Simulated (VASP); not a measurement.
# TePb (Fm-3m) in VASP: notebook

The runs below take TePb through single point, with HSE06.

Program: VASP 6.6.1. These are calculated values, not measurements. Logs are shortened: lines on timing, memory, paths and dates and some standing lists are left out, and cuts for length are marked.

**What was measured.**

From a printed reference work, monograph, for a bulk crystal of TePb at 4.2 K: band gap 0.19 eV (direct).

The runs below are set against these values where they give the same quantity.

## 1. The cell of the first run

Symmetry: Fm-3m, No. 225, cubic system. Conventional cell: a = 6.536 Å, b = 6.536 Å, c = 6.536 Å, α = 90.00°, β = 90.00°, γ = 90.00°. Within 4.3 Å of Te (site symmetry m-3m) lie 6 Pb at 3.27 Å. Pb (site symmetry m-3m) has 6 Te at 3.27 Å within 4.3 Å.

## 2. Single point, HSE06

POSCAR

```
TePb
1.0
    0.0000000000      3.2678555508      3.2678555508
    3.2678555508      0.0000000000      3.2678555508
    3.2678555508      3.2678555508      0.0000000000
Te Pb
1 1
Direct
    0.5000000000      0.5000000000      0.5000000000
    0.0000000000      0.0000000000      0.0000000000
```

INCAR.step1

```
ALGO     = Normal         # electronic algorithm
EDIFF    = 1E-5           # SCF threshold, eV
ENCUT    = 520            # plane-wave cutoff, eV
GGA      = PE             # functional
ISIF     = 2              # what is computed and relaxed
ISMEAR   = 0              # smearing method
LASPH    = True           # aspherical terms in the spheres
LCHARG   = False          # write CHGCAR
LREAL    = False          # projectors in reciprocal space
LWAVE    = True           # write WAVECAR
NBANDS   = 17             # bands
NELM     = 100            # most SCF steps
PREC     = Accurate       # precision mode
SIGMA    = 0.01           # smearing width, eV
```

INCAR.step2

```
ALGO     = Normal         # electronic algorithm
EDIFF    = 1E-7           # SCF threshold, eV
ENCUT    = 520            # plane-wave cutoff, eV
GGA      = PE             # functional
HFSCREEN = 0.2079         # screening, 1/A
ISIF     = 2              # what is computed and relaxed
ISMEAR   = 0              # smearing method
ISTART   = 1            
LASPH    = True           # aspherical terms in the spheres
LCHARG   = False          # write CHGCAR
LHFCALC  = True           # exact exchange
LREAL    = False          # projectors in reciprocal space
LWAVE    = False          # write WAVECAR
NBANDS   = 17             # bands
NELM     = 100            # most SCF steps
PREC     = Accurate       # precision mode
PRECFOCK = Normal       
SIGMA    = 0.01           # smearing width, eV
```

KPOINTS

```
k-points
0
Gamma
  2 2 2
```

Potentials or basis: VASP PAW PBE potentials, release 64 (Te, Pb_d).

On the command line:

```sh
$ cat potpaw_PBE.64/Te/POTCAR potpaw_PBE.64/Pb_d/POTCAR > POTCAR
$ cp INCAR.step1 INCAR
$ mpirun -np 1 vasp_std > vasp.out
$ cp INCAR.step2 INCAR
$ mpirun -np 1 vasp_std > vasp.out
```

OUTCAR:

```text
EDIFF = 1E-7
   ENCUT = 520
   GGA = PE
   HFSCREEN = 0.2079
   ISIF = 2
   ISMEAR = 0
   ISTART = 1
   LASPH = True
   LHFCALC = True
   LREAL = False
   NELM = 100
   PREC = Accurate
   PRECFOCK = Normal

 ion  position               nearest neighbor table
   1  0.500  0.500  0.500-   2 3.27   2 3.27   2 3.27   2 3.27   2 3.27   2 3.27
   2  0.000  0.000  0.000-   1 3.27   1 3.27   1 3.27   1 3.27   1 3.27   1 3.27

  LATTYP: Found a face centered cubic cell.
 ALAT       =     6.5357111016

  Lattice vectors:

 A1 = (   0.0000000000,   3.2678555508,   3.2678555508)
 A2 = (   3.2678555508,   0.0000000000,   3.2678555508)
 A3 = (   3.2678555508,   3.2678555508,   0.0000000000)

Analysis of symmetry for initial positions (statically):
=====================================================================
 Subroutine PRICEL returns:
 Original cell was already a primitive cell.

 Routine SETGRP: Setting up the symmetry group for a
 face centered cubic supercell.

 Subroutine GETGRP returns: Found 48 space group operations
 (whereof 48 operations were pure point group operations)
 out of a pool of 48 trial point group operations.

The static configuration has the point symmetry O_h .

Analysis of symmetry for dynamics (positions and initial velocities):
=====================================================================
 Subroutine PRICEL returns:
 Original cell was already a primitive cell.

 Routine SETGRP: Setting up the symmetry group for a
 face centered cubic supercell.

 Subroutine GETGRP returns: Found 48 space group operations
 (whereof 48 operations were pure point group operations)
 out of a pool of 48 trial point group operations.

The dynamic configuration has the point symmetry O_h .

 Subroutine INISYM returns: Found 48 space group operations
 (whereof 48 operations are pure point group operations),
 and found     1 'primitive' translations

----------------------------------------------------------------------------------------

                                     Primitive cell

  volume of cell :      69.7941

  direct lattice vectors                    reciprocal lattice vectors
     0.000000000  3.267855551  3.267855551    -0.153005539  0.153005539  0.153005539
     3.267855551  0.000000000  3.267855551     0.153005539 -0.153005539  0.153005539
     3.267855551  3.267855551  0.000000000     0.153005539  0.153005539 -0.153005539

  length of vectors
     4.621445640  4.621445640  4.621445640     0.265013367  0.265013367  0.265013367

  position of ions in fractional coordinates (direct lattice)
     0.500000000  0.500000000  0.500000000
     0.000000000  0.000000000  0.000000000

  ion indices of the primitive-cell ions
   primitive index   ion index
                 1           1
                 2           2

----------------------------------------------------------------------------------------

 KPOINTS: k-points

Automatic generation of k-mesh.
 Grid dimensions read from file:
 generate k-points for:    2    2    2

 Generating k-lattice:

  Cartesian coordinates                     Fractional coordinates (reciprocal lattice)
    -0.076502770  0.076502770  0.076502770     0.500000000  0.000000000  0.000000000
     0.076502770 -0.076502770  0.076502770     0.000000000  0.500000000  0.000000000
     0.076502770  0.076502770 -0.076502770     0.000000000  0.000000000  0.500000000

  Length of vectors
     0.132506684  0.132506684  0.132506684

  Shift w.r.t. Gamma in fractional coordinates (k-lattice)
     0.000000000  0.000000000  0.000000000

 Subroutine IBZKPT returns following result:
 ===========================================

 Found      3 irreducible k-points:

 Following reciprocal coordinates:
            Coordinates               Weight
  0.000000  0.000000  0.000000      1.000000
  0.500000  0.000000  0.000000      4.000000
  0.500000  0.500000  0.000000      3.000000
   k-points           NKPTS =      3   k-points in BZ     NKDIM =      8   number of bands    NBANDS=     17
   number of dos      NEDOS =    301   number of ions     NIONS =      2
   total plane-waves  NPLWV =  46656
   dimension x,y,z NGX =    36 NGY =   36 NGZ =   36
   dimension x,y,z NGXF=    72 NGYF=   72 NGZF=   72
   ions per type =               1   1
   NGX,Y,Z   is equivalent  to a cutoff of  12.95, 12.95, 12.95 a.u.
   NGXF,Y,Z  is equivalent  to a cutoff of  25.90, 25.90, 25.90 a.u.
 SYSTEM =  unknown system
   PREC   = accura    normal or accurate (medium, high low for compatibility)
   ISTART =      1    job   : 0-new  1-cont  2-samecut
   ICHARG =      0    charge: 1-file 2-atom 10-const
   ISPIN  =      1    spin polarized calculation?
   LNONCOLLINEAR =      F non collinear calculations
   LSORBIT =      F    spin-orbit coupling
   LASPH  =      T    aspherical Exc in radial PAW
   ENCUT  =  520.0 eV  38.22 Ry    6.18 a.u.   8.59  8.59  8.59*2*pi/ulx,y,z
   NELM   =    100;   NELMIN=  2; NELMDL=  0     # of ELM steps
   EDIFF  = 0.1E-06   stopping-criterion for ELM
   LREAL  =      F    real-space projection
   EDIFFG = 0.1E-05   stopping-criterion for IOM
   NSW    =      0    number of steps for IOM
   IBRION =     -1    ionic relax: 0-MD 1-quasi-New 2-CG
   NFREE  =      0    steps in history (QN), initial steepest desc. (CG)
   ISIF   =      2    stress and relaxation
   ISYM   =      3    0-nonsym 1-usesym 2-fastsym
   POTIM  = 0.5000    time-step for ionic-motion
   TEBEG  =    0.0;   TEEND  =   0.0 temperature during run
   PSTRESS=    0.0 pullay stress
   NELECT =      20.0000    total number of electrons
   NUPDOWN=      -1.0000    fix difference up-down
   EMIN   =  10.00;   EMAX   =-10.00  energy-range for DOS
   EFERMI =   0.00;   METHOD = LEGACY
   ISMEAR =     0;   SIGMA  =   0.01  broadening in eV -4-tet -1-fermi 0-gaus
   EFERMI_NEDOS =   21; number of points for ismear=-14 and -15
   IALGO  =     38    algorithm
   IMIX   =      1    mixing-type and parameters
     AMIX     =   0.40;   BMIX     =  1.00
     AMIX_MAG =   1.60;   BMIX_MAG =  1.00
  volume/ion in A,a.u.               =      34.90       235.50
  Fermi-wavevector in a.u.,A,eV,Ry     =   1.079308  2.039596 15.849499  1.164905
  Thomas-Fermi vector in A             =   2.215269
   LORBIT       =      0    0 simple, 1 ext, 2 COOP (PROOUT), +10 PAW based schemes
   GGA     = PE    functional components
   LHFCALC =     T    Hartree Fock is set to
   PRECFOCK=normal    Normal, Fast or Accurate (Low or Medium for compatibility)
   ENCUT4O =  -1.0   cutoff for four orbital integrals eV
   NKREDX  =     1    reduce k-point grid by
   NKREDY  =     1    reduce k-point grid by
   NKREDZ  =     1    reduce k-point grid by
   AEXX    =    0.2500 exact exchange contribution
   HFSCREEN=    0.2079 screening length (either q_TF or 0.3 A-1)
   HFSCREENC=   0.2079 screening length for correlation (either q_TF or 0.3 A-1)
   ENCUTFOCK=  -1.0 apply spherical cutoff to Coloumb kernel
   IVDW    =     0    specifies the selected vdW correction
   LEPSILON=     F    determine dielectric tensor
   LRPA    =     F    only Hartree local field effects (RPA)
 non-spin polarized calculation
 Gauss-broadening in eV      SIGMA  =   0.01
  energy-cutoff  :      520.00
  volume of cell :       69.79
 maximum number of plane-waves:      1893
 NGX is ok and might be reduce to    36
  NGX = 28; NGY = 28; NGZ = 28

 number of electron      20.0000002 magnetization

 Free energy of the ion-electron system (eV)
  ---------------------------------------------------
  ext. energy  EPLUGINS =         0.00000000
  ---------------------------------------------------
  free energy    TOTEN  =        -7.57068511 eV

  energy without entropy =       -7.57068511  energy(sigma->0) =       -7.57068511

 E-fermi :   5.0465     XC(G=0):  -7.5692

 val. band max:        4.9620585687   @ k =   0.5000   0.0000   0.0000
 cond. band min:       6.2599858099   @ k =   0.5000   0.0000   0.0000
 fundamental gap:      1.2979272412
 Fermi energy:         5.0465191033

 k-point     1 :       0.0000    0.0000    0.0000
  band No.  band energies     occupation
      1     -13.8778      2.00000
      2     -13.8778      2.00000
      3     -13.8711      2.00000
      4     -13.8711      2.00000
      5     -13.8711      2.00000
      6      -7.7908      2.00000
[... 9 lines left out ...]
     16      11.4926      0.00000
     17      13.0684      0.00000

 k-point     2 :       0.5000    0.0000    0.0000
  band No.  band energies     occupation
      1     -13.8934      2.00000
      2     -13.8934      2.00000
      3     -13.8687      2.00000
      4     -13.8567      2.00000
      5     -13.8566      2.00000
      6      -6.1222      2.00000
[... 9 lines left out ...]
     16      15.0995      0.00000
     17      15.0995      0.00000

 k-point     3 :       0.5000    0.5000    0.0000
  band No.  band energies     occupation
      1     -13.9283      2.00000
      2     -13.8784      2.00000
      3     -13.8690      2.00000
      4     -13.8491      2.00000
      5     -13.8491      2.00000
      6      -5.9220      2.00000
[... 9 lines left out ...]
     16      16.4860      0.00000
     17      16.7629      0.00000

------------------------ aborting loop because EDIFF is reached ----------------------------------------

  FORCE on cell =-STRESS in cart. coord.  units (eV):
  Direction    XX          YY          ZZ          XY          YZ          ZX
  --------------------------------------------------------------------------------------
  -------------------------------------------------------------------------------------
  Total        2.4953444      2.4953444      2.4953444     -0.0000000     -0.0000000      0.0000000
  in kB       57.2825747     57.2825747     57.2825747     -0.0000000     -0.0000000      0.0000000
  external PRESSURE =      57.2825747 kB  Pullay stress =       0.0000000 kB

 VOLUME and BASIS-vectors are now :
 -----------------------------------------------------------------------------
  energy-cutoff  :      520.00
  volume of cell :       69.79
      direct lattice vectors                 reciprocal lattice vectors
     0.000000000  3.267855551  3.267855551    -0.153005539  0.153005539  0.153005539
     3.267855551  0.000000000  3.267855551     0.153005539 -0.153005539  0.153005539
     3.267855551  3.267855551  0.000000000     0.153005539  0.153005539 -0.153005539

 POSITION                                       TOTAL-FORCE (eV/Angst)
 -----------------------------------------------------------------------------------
      3.26786      3.26786      3.26786        -0.000000     -0.000000      0.000000
      0.00000      0.00000      0.00000         0.000000      0.000000     -0.000000
 -----------------------------------------------------------------------------------
    total drift:                               -0.000002      0.000004     -0.000001

  FREE ENERGIE OF THE ION-ELECTRON SYSTEM (eV)
  ---------------------------------------------------
  free  energy   TOTEN  =        -7.5706851128 eV

  energy  without entropy=       -7.5706851128  energy(sigma->0) =       -7.57068511
```

Wall time 2.9 min (1 thread of Intel Xeon 8259CL, shared host); peak memory 0.31 GiB.

What came out:

```yaml
Free_energy: -7.5707 eV
Pressure: 5.7 GPa
Band_gap_on_the_k_mesh: 1.30 eV, direct
```

Levels at points of the mesh, in eV from the valence-band top:
```csv
k point,band 6,band 7,band 8,band 9,band 10,band 11,band 12,band 13,band 14,band 15
"(0.00, 0.00, 0.00)",-12.75,-6.05,-1.32,-1.32,-1.32,4.70,4.70,4.70,6.53,6.53
"(0.50, 0.00, 0.00)",-11.08,-9.34,-0.82,-0.82,0.00,1.30,1.74,1.74,9.24,9.94
"(0.50, 0.50, 0.00)",-10.88,-7.95,-4.62,-2.85,-2.85,3.95,6.18,6.18,7.53,10.96
```

Caveat: the k points lie up to 0.83 Å⁻¹ apart; the PAW data sets were made with another functional, which shifts forces and pressure a little; spin-orbit coupling is left out, which moves the levels of the heavy elements. A k mesh can miss the band edges.

(Part 1 of 2 ends here.)
